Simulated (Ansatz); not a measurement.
# Iron, hcp under PBE: ground state and equation of state

What does PBE give for iron in the hcp structure? We relax it, solve it on a dense k-mesh, switch on spin-orbit coupling, then scale the cell to 7 volumes from 88 to 112 % of the relaxed one and try a fit of the equation of state. The start is ferromagnetic. The k-meshes are 14×14×8 for the relaxation; 23×23×12 for the dense run; 14×14×7 for spin-orbit coupling; 16×16×8 for the volumes.

This is Fe in the hcp structure; at room conditions it is bcc.

Method: DFT PBE, plane waves (420 eV) with PAW, scalar-relativistic, in Ansatz 0.2.0.

## 1. The structure to begin with

Symmetry: P6_3/mmc, No. 194, hexagonal system. Conventional cell: a = 2.554 Å, b = 2.554 Å, c = 4.170 Å, α = 90.00°, β = 90.00°, γ = 120.00°. Around Fe (site symmetry -6m2) lie 12 Fe at 2.55 Å.

As a file:

```
CELL_PARAMETERS angstrom
2.55376 0.00000 0.00000
-1.27688 2.21162 0.00000
0.00000 0.00000 4.17029
ATOMIC_POSITIONS crystal
Fe 0.33333 0.66667 0.25000
Fe 0.66667 0.33333 0.75000
```

The atoms start with moments of +2.5 ×2 μB.

## 2. Relaxation of the cell

Contents of input.yaml:

```yaml
crystal:
  lattice:
    - [2.5537576109, 0.0, 0.0]
    - [-1.2768788055, 2.2116189662, 0.0]
    - [0.0, 0.0, 4.1702861787]
  atoms:
    - { symbol: Fe, position: [0.3333333333, 0.6666666667, 0.25], spin: 2.5 }
    - { symbol: Fe, position: [0.6666666667, 0.3333333333, 0.75], spin: 2.5 }
hamiltonian:
  xc: pbe
  pseudopotentials:
    kind: paw
    azcp:
      Fe: "pseudopotentials/Fe.paw.azcp"
basis:
  ecutwfc: 420
  fft_grid_basis: typed
kpoints:
  mp_grid: { grid: [14, 14, 8], shift: [0, 0, 0] }
magnetization:
  spin_polarized: true
scf:
  occupations: { method: fermi_dirac, width: 0.05 }
relax:
  max_steps: 60
  f_tol: 0.01
  cell: {}
```

Launch:

```sh
$ ansatz run input.yaml --threads 1 --pin off --max-ram 3584MiB --backend cpu --events-out ev --progress --plain --runs-dir out
```

The runs that follow: The energy on a finer k-mesh; Spin-orbit coupling switched on; Equation of state: 88 %; Equation of state: 92 %; Equation of state: 96 %; Equation of state: 100 %; Equation of state: 104 %; Equation of state: 108 %; Equation of state: 112 %.

Q: Predict the outcome of this session. Wanted: space group; conventional cell; volume; shortest distance; gap on the mesh; magnetic state; relative to bcc, ferromagnetic; magnetic state with spin-orbit coupling.

As calculated:

| quantity | value |
| --- | --- |
| space group (spins left aside) | P6_3/mmc (No. 194) |
| conventional cell | a = 2.518 Å, c = 4.375 Å (c/a = 1.738) |
| volume | 12.007 Å³/atom |
| shortest distance | 2.518 Å |
| gap on the mesh | none (levels filled in part) |
| magnetic state | ferromagnetic, up to 2.58 μB per atom |
| relative to bcc, ferromagnetic | +203 meV/atom |
| magnetic state with spin-orbit coupling | ferromagnetic, up to 2.49 μB per atom |

What this shows: From the guessed start the volume grew by 2.0 % in 8 steps. Against the reference form of iron (bcc, ferromagnetic, computed apart with the same settings) it stands 203 meV/atom higher, so it is far from stable. The final state is ferromagnetic (largest moment 2.58 μB). No gap shows: it is a metal or semimetal at this level. The largest spin moment is 2.49 μB in the spin-orbit run and 2.58 μB without; mesh and site projection of the two kinds of run can differ, so the change can't be laid on spin-orbit coupling. The total energy of the spin-orbit run lies -0.20 eV/atom from the scalar one, but the two kinds of run don't share a zero of energy: only differences within one kind count. Relaxation kept the symmetry; phonons were not checked.
